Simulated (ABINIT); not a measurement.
# MgS (F-43m) in ABINIT: reference runs, part 2 of 2

ABINIT 10.8.3 (patched build).

## (3) Single point, PBEsol (atoms moved at random, drawn with an rms of 0.05 Å)

Input file run.abi:

```
# Pseudopotentials
pp_dirpath "./"
pseudos "S.upf, Mg.upf"

# Structure
acell 3*1.0
rprim
     0.0000000000     5.3538209666     5.3538209666
     5.3538209666     0.0000000000     5.3538209666
     5.3538209666     5.3538209666     0.0000000000
ntypat 2
znucl 16 12
natom 2
typat 1 2
xred
     0.2577930000     0.2466650000     0.2502830000
    -0.0128600000     0.0110690000     0.0033980000
chkprim 0
chksymtnons 0
tolsym 1.0e-6

# Plane-wave basis
ecut 1142.878222 eV

# k points
kptopt 1
ngkpt 8 8 8
nshiftk 1
shiftk 0.0 0.0 0.0

# Exchange and correlation
ixc -116133

# Bands and occupations
nband 12
occopt 3
tsmear 0.05 eV

# SCF cycle
nstep 100
tolvrs 1.0e-10

# Output
iomode 3
prtwf 0
prtden 0
prteig 0
prtebands 0
```

Potentials or basis: PseudoDojo NC SR PBEsol v0.4.1 standard.

Started as:

```console
$ abinit run.abi > log 2>&1
```

run.abo:

```text
.Version 10.8.3 of ABINIT
 Symmetries : space group P1 (#  1); Bravais aP (primitive triclinic)
================================================================================
 Values of the parameters that define the memory need of the present run
     intxc =       0    ionmov =       0      iscf =       7    lmnmax =       6
     lnmax =       6     mgfft =      48  mpssoang =       3    mqgrid =    3001
     natom =       2  nloc_mem =       1    nspden =       1   nspinor =       1
    nsppol =       1      nsym =       1    n1xccc =    2501    ntypat =       2
    occopt =       3   xclevel =       2
       mpw =        4006          nfft =      110592          nkpt =         260
================================================================================
================================================================================

--------------------------------------------------------------------------------
------------- Echo of variables that govern the present computation ------------
--------------------------------------------------------------------------------
 -outvars: echo values of preprocessed input variables --------
            acell      1.0000000000E+00  1.0000000000E+00  1.0000000000E+00 Bohr
              amu      3.20660000E+01  2.43050000E+01
          chkprim           0
      chksymtnons           0
             ecut      4.20000000E+01 Hartree
                       outvar_i_n : Printing only first  50 k-points.
              ixc     -116133
                       outvar_i_n : Printing only first  50 k-points.
         kptrlatt        8    0    0      0    8    0      0    0    8
          kptrlen      6.05715698E+01
            natom           2
            nband          12
            ngfft          48      48      48
             nkpt         260
            nstep         100
             nsym           1
           ntypat           2
                       prtocc : prtvol=0, do not print more k-points.
           occopt           3
           prtden           0
        prtebands           0
           prteig           0
            prtwf           0
            rprim      0.0000000000E+00  5.3538209666E+00  5.3538209666E+00
                       5.3538209666E+00  0.0000000000E+00  5.3538209666E+00
                       5.3538209666E+00  5.3538209666E+00  0.0000000000E+00
          spgroup           1
           tolsym      1.00000000E-06
           tolvrs      1.00000000E-10
           tsmear      1.83746611E-03 Hartree
            typat      1  2
                       outvars : Printing only first  50 k-points.
           xangst      1.4079133401E+00  1.4394402999E+00  1.4291900716E+00
                       4.0986747689E-02 -2.6806981864E-02 -5.0741180003E-03
            xcart      2.6605706217E+00  2.7201479414E+00  2.7007778172E+00
                       7.7453727924E-02 -5.0657853986E-02 -9.5886933512E-03
             xred      2.5779300000E-01  2.4666500000E-01  2.5028300000E-01
                      -1.2860000000E-02  1.1069000000E-02  3.3980000000E-03
            znucl       16.00000   12.00000

================================================================================

 chkinp: Checking input parameters for consistency.

================================================================================
== DATASET  1 ==================================================================

--- !DatasetInfo
iteration_state: {dtset: 1, }
dimensions: {natom: 2, nkpt: 260, mband: 12, nsppol: 1, nspinor: 1, nspden: 1, mpw: 4006, }
cutoff_energies: {ecut:  42.0, pawecutdg:  -1.0, }
electrons: {nelect:   1.60000000E+01, charge:   0.00000000E+00, occopt:   3.00000000E+00, tsmear:   1.83746611E-03, }
meta: {optdriver: 0, ionmov: 0, optcell: 0, iscf: 7, paral_kgb: 0, }
...

 Real(R)+Recip(G) space primitive vectors, cartesian coordinates (Bohr,Bohr^-1):
 R(1)=  0.0000000  5.3538210  5.3538210  G(1)= -0.0933912  0.0933912  0.0933912
 R(2)=  5.3538210  0.0000000  5.3538210  G(2)=  0.0933912 -0.0933912  0.0933912
[... 54 lines left out ...]
lattice_lengths: [   7.57145,    7.57145,    7.57145, ]
lattice_angles: [ 60.000,  60.000,  60.000, ] # degrees, (23, 13, 12)
lattice_volume:   3.0691741E+02
convergence: {deltae:  1.165E-12, res2:  2.402E-12, residm:  5.084E-06, diffor: null, }
etotal    :  -7.04251030E+01
entropy   :   0.00000000E+00
fermie    :   1.22432350E-01
cartesian_stress_tensor: # hartree/bohr^3
- [  1.07240713E-05,   1.74154820E-05,   3.75225296E-05, ]
- [  1.74154820E-05,   1.07341661E-05,  -3.74877912E-05, ]
- [  3.75225296E-05,  -3.74877912E-05,   8.16990967E-06, ]
pressure_GPa:  -2.9056E-01
xred      :
- [  2.5779E-01,   2.4667E-01,   2.5028E-01,  S]
- [ -1.2860E-02,   1.1069E-02,   3.3980E-03, Mg]
cartesian_forces: # hartree/bohr
- [  5.66176576E-03,  -5.65134082E-03,  -2.84139801E-03, ]
- [ -5.66176576E-03,   5.65134082E-03,   2.84139801E-03, ]
force_length_stats: {min:   8.48921594E-03, max:   8.48921594E-03, mean:   8.48921594E-03, }
...

 Integrated electronic density in atomic spheres:
 ------------------------------------------------
 Atom  Sphere_radius  Integrated_density
    1        2.00000          3.96114486
    2        2.00000          8.31027989
================================================================================

 ----iterations are completed or convergence reached----

 Mean square residual over all n,k,spin=   37.211E-10; max=  50.838E-07
 reduced coordinates (array xred) for    2 atoms
       0.257793000000      0.246665000000      0.250283000000
      -0.012860000000      0.011069000000      0.003398000000
 rms dE/dt=  2.7661E-02; max dE/dt=  4.5551E-02; dE/dt below (all hartree)
    1       0.045550944974     -0.015120791638      0.000028985023
    2      -0.045386261429      0.015078696345      0.000140611578

 cartesian coordinates (angstrom) at end:
    1      1.40791334005178     1.43944029991095     1.42919007158866
    2      0.04098674768895    -0.02680698186444    -0.00507411800034

 cartesian forces (hartree/bohr) at end:
    1      0.00566176576027    -0.00565134081738    -0.00284139801068
    2     -0.00566176576027     0.00565134081738     0.00284139801068
 frms,max,avg= 4.9012511E-03 5.6617658E-03   1.736E-06 -1.758E-05  2.195E-06 h/b

 cartesian forces (eV/Angstrom) at end:
    1      0.29113970115734    -0.29060362904015    -0.14611056033130
    2     -0.29113970115734     0.29060362904015     0.14611056033130
 frms,max,avg= 2.5203247E-01 2.9113970E-01   8.928E-05 -9.037E-04  1.129E-04 e/A
 length scales=  1.000000000000  1.000000000000  1.000000000000 bohr
              =  0.529177210544  0.529177210544  0.529177210544 angstroms
 Fermi (or HOMO) energy (hartree) =   0.12243   Average Vxc (hartree)=  -0.32110
 Eigenvalues (hartree) for nkpt= 260  k points:
 kpt#   1, nband= 12, wtk=  0.00195, kpt=  0.0000  0.0000  0.0000 (reduced coord)
  -2.64758   -1.43361   -1.43347   -1.43318   -0.36093    0.04940    0.05393    0.05592
   0.17341    0.34060    0.34064    0.34176
      occupation numbers for kpt#   1
   2.00000    2.00000    2.00000    2.00000    2.00000    2.00000    2.00000    2.00000
   0.00000    0.00000    0.00000    0.00000
 prteigrs : prtvol=0 or 1, do not print more k-points.

--- !EnergyTerms
iteration_state     : {dtset: 1, }
comment             : Components of total free energy in Hartree
kinetic             :  3.77958364477559E+01
hartree             :  2.54816030440141E+01
xc                  : -1.09792338148697E+01
Ewald energy        : -3.36021851121554E+01
psp_core            :  9.33185234636029E-01
local_psp           : -7.34548925161169E+01
non_local_psp       : -1.65994163006547E+01
internal            : -7.04251030173907E+01
'-kT*entropy'       :  1.09031542956116E-15
total_energy        : -7.04251030173907E+01
total_energy_eV     : -1.91636467961922E+03
band_energy         : -1.45523541105645E+01
...

 Cartesian components of stress tensor (hartree/bohr^3)
  sigma(1 1)=  1.07240713E-05  sigma(3 2)= -3.74877912E-05
  sigma(2 2)=  1.07341661E-05  sigma(3 1)=  3.75225296E-05
  sigma(3 3)=  8.16990967E-06  sigma(2 1)=  1.74154820E-05

-Cartesian components of stress tensor (GPa)         [Pressure= -2.9056E-01 GPa]
- sigma(1 1)=  3.15513071E-01  sigma(3 2)= -1.10292890E+00
- sigma(2 2)=  3.15810070E-01  sigma(3 1)=  1.10395093E+00
- sigma(3 3)=  2.40367041E-01  sigma(2 1)=  5.12381169E-01

== END DATASET(S) ==============================================================
================================================================================

 -outvars: echo values of variables after computation  --------
            acell      1.0000000000E+00  1.0000000000E+00  1.0000000000E+00 Bohr
           etotal     -7.0425103017E+01
            fcart      5.6617657603E-03 -5.6513408174E-03 -2.8413980107E-03
                      -5.6617657603E-03  5.6513408174E-03  2.8413980107E-03
            rprim      0.0000000000E+00  5.3538209666E+00  5.3538209666E+00
                       5.3538209666E+00  0.0000000000E+00  5.3538209666E+00
                       5.3538209666E+00  5.3538209666E+00  0.0000000000E+00
           strten      1.0724071312E-05  1.0734166113E-05  8.1699096660E-06
                      -3.7487791243E-05  3.7522529579E-05  1.7415481969E-05
           xangst      1.4079133401E+00  1.4394402999E+00  1.4291900716E+00
                       4.0986747689E-02 -2.6806981864E-02 -5.0741180003E-03
             xred      2.5779300000E-01  2.4666500000E-01  2.5028300000E-01
                      -1.2860000000E-02  1.1069000000E-02  3.3980000000E-03
 Calculation completed.
```

Run time: 7.3 min. Hardware: 1 thread of Arm Neoverse V1, shared host; peak memory 0.28 GiB.

What came out:

```
Free energy                                           : -1916.3647 eV
Pressure                                              : -0.3 GPa
Largest force                                         : 0.437 eV/Å
Band gap on the k mesh                                : 3.20 eV, direct
Valence electrons inside the program's atomic spheres : S 3.96; Mg 8.31
```

Forces on the atoms (eV/Å):
```
S    0.291 -0.291 -0.146
Mg  -0.291  0.291  0.146
```

A k mesh can miss the band edges.
